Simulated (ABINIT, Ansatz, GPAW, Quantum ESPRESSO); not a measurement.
One calculation of V, 5 ways

```xyz
1
Lattice="-1.5144 1.5144 1.5144 1.5144 -1.5144 1.5144 1.5144 1.5144 -1.5144" Properties=species:S:1:pos:R:3 pbc="T T T"
V     0.0000    0.0000    0.0000
```

Alike in all runs: task band structure; functional LDA; k mesh 12 × 12 × 12; occupations fermi-dirac, width 0.05 eV; collinear spin, ferromagnetic start; no spin-orbit coupling. LDA stands for any of its common fits. Pressure is positive in compression and, in plane waves, holds the error of the finite cutoff, which Ansatz's Pulay term estimates and takes out.

```
                                                    program and potentials  plane-wave cutoff (eV)                                                                                   notes  pressure (GPa)  net moment per atom (μB)
                                                        Ansatz, Ansatz PAW                     420  potentials made for PBE, which Ansatz adapts in part; Pulay term of +0.07 GPa included          -17.78                      0.00
                        Quantum ESPRESSO, PseudoDojo 0.4.1 SR LDA standard                    1143                                                                                       -          -17.62                      0.00
                                                  ABINIT, JTH PAW LDA v2.0                     408                                                                                       -          -17.19                      0.00
                            Ansatz, all-electron LAPW, scalar-relativistic                       -                                                                                       -          -17.78                      0.00
GPAW, the program's PAW data sets (release 1.2.1) made for this functional                     600                                                                                       -          -17.10                      0.00
```

The pressure spans -17.78 (Ansatz, all-electron LAPW, scalar-relativistic) to -17.10 GPa (GPAW, the program's PAW data sets (release 1.2.1) made for this functional), with all-electron results at -17.78. All agree on the net moment per atom. The cell lies far from this level's equilibrium. The state is the one that the start led to, which needn't be the lowest.

The functional is the same throughout but for its coding, so the spread measures potentials, basis and numerics; runs on potential files found faulty are left out.
